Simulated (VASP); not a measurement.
Runs of VASP 6.6.1 on BN. The structure is cubic, space group F-43m (No. 216). Conventional cell: a = 3.626 Å, b = 3.626 Å, c = 3.626 Å, α = 90.00°, β = 90.00°, γ = 90.00°. N (site symmetry -43m) is surrounded by 4 B at 1.57 Å. B (site symmetry -43m) is surrounded by 4 N at 1.57 Å. The cell is a database's computed one.

| task | level | cell | cutoff (eV) | gap on the mesh (eV) | pressure (GPa) | relaxed volume (Å³/atom) |
| --- | --- | --- | --- | --- | --- | --- |
| relaxation of cell and atoms | RPBE+D3 | relaxed | 600 | 4.56 | 0.0 | 5.94 |
| relaxation of cell and atoms | PBEsol+D4 | relaxed | 600 | (a) | 0.0 | 5.82 |
| relaxation of cell and atoms | revPBE+D4 | relaxed | 600 | (c) | 0.0 | 5.81 |
| relaxation of cell and atoms | revPBE+D3(BJ) | relaxed | 600 | 4.56 | 0.0 | 5.84 |
| band structure | LAK | as given | 520 | (b) | 0.1 | - |
| relaxation of cell and atoms | RPBE+D3(BJ) | relaxed | 600 | 4.59 | -0.1 | 5.73 |
| relaxation of cell and atoms | PBEsol+rVV10 | relaxed | 600 | 4.34 | 0.0 | 5.86 |
| relaxation of cell and atoms | RPBE+D4 | relaxed | 600 | 4.58 | 0.0 | 5.81 |

Alike in all rows: potentials or basis VASP PAW PBE potentials, release 64 (N, B); no spin polarisation; k mesh 13 × 13 × 13; smearing fermi-dirac 0.05 eV.

Fill in the values left out.

(a) 4.37; (b) 5.56; (c) 4.57.

Caveats: the PAW data sets were made with another functional, which shifts forces and pressure a little; an odd mesh through Γ misses points on the zone boundary, where band edges often lie (some runs).

Runs at the PBE level aren't shown here.
